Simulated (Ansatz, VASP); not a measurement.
Two plane-wave programs on MoH5

The input INCAR:

```
SYSTEM = MoH5
PREC = Accurate
ENCUT = 520
EDIFF = 1E-7
ISMEAR = 0
SIGMA = 0.1
LREAL = .FALSE.
LASPH = .TRUE.
NELM = 60
ALGO = Normal
ISIF = 2
LWAVE = .FALSE.
LCHARG = .FALSE.
GGA = PE
NBANDS = 18
```

The input KPOINTS:

```
Automatic mesh
0
G
  6 6 4
  0 0 0
```

The input POSCAR:

```
MoH5
1.0
    3.7067389000      0.0000000000      0.0000000000
    0.0000000000      3.7067389000      0.0000000000
    0.0000000000      0.0000000000      4.9712583400
H Mo
5 1
Direct
    0.3489060900      0.0000000000      0.5454677300
    0.6510939100      0.0000000000      0.5454677300
    0.0000000000      0.3489060900      0.5454677300
    0.0000000000      0.6510939100      0.5454677300
    0.5000000000      0.5000000000      0.7357092000
    0.5000000000      0.5000000000      0.1278882800
```

Input for Ansatz:

```yaml
crystal:
  lattice:
    - [3.7067389, 0.0, 0.0]
    - [0.0, 3.7067389, 0.0]
    - [0.0, 0.0, 4.97125834]
  atoms:
    - { symbol: H, position: [0.34890609, 0.0, 0.54546773] }
    - { symbol: H, position: [0.65109391, 0.0, 0.54546773] }
    - { symbol: H, position: [0.0, 0.34890609, 0.54546773] }
    - { symbol: H, position: [0.0, 0.65109391, 0.54546773] }
    - { symbol: H, position: [0.5, 0.5, 0.7357092] }
    - { symbol: Mo, position: [0.5, 0.5, 0.12788828] }
basis:
  ecutwfc: 420
kpoints:
  mp_grid: { grid: [6, 6, 4] }
hamiltonian:
  xc: pbe
scf:
  occupations: { method: gaussian, width: 0.1 }
  lower_state_search: "off"
output:
  forces: true
  stress: true
  eigenvalues: true
```

Alike in both runs: task single point; functional PBE; k mesh 6 × 6 × 4; occupations gaussian, width 0.1 eV; no spin polarisation.

```csv
,VASP,Ansatz
version,VASP 6.6.1,Ansatz 0.2.0
potentials or method,"VASP PAW PBE potentials, release 64 (H, Mo_sv)","scalar-relativistic, plane waves, PAW"
plane-wave cutoff (eV),520,420
valence electrons in the cell,19,19
```

```csv
,VASP,Ansatz,Ansatz less VASP
gap on the k mesh at the Fermi level (eV),none,none,-
pressure (GPa),-18.0,-17.8,+0.12
largest component of the traceless stress (GPa),2.33,2.33,-0.009
rms of the force components (eV/Å),1.437,1.435,-0.0020
```

Atom by atom the forces differ by 0.002 eV/Å (rms over components). A gap of «none» marks a metal or a gap that the smearing closes. With one functional, cell and mesh, what is left measures potentials, basis and numerics.

Caveats: so large a pressure means that the cell lies far from this level's equilibrium, or that cutoff or potentials fall short (VASP); forces of over 1 eV/Å show positions far from the minimum, so gaps and moduli don't describe the material at rest.
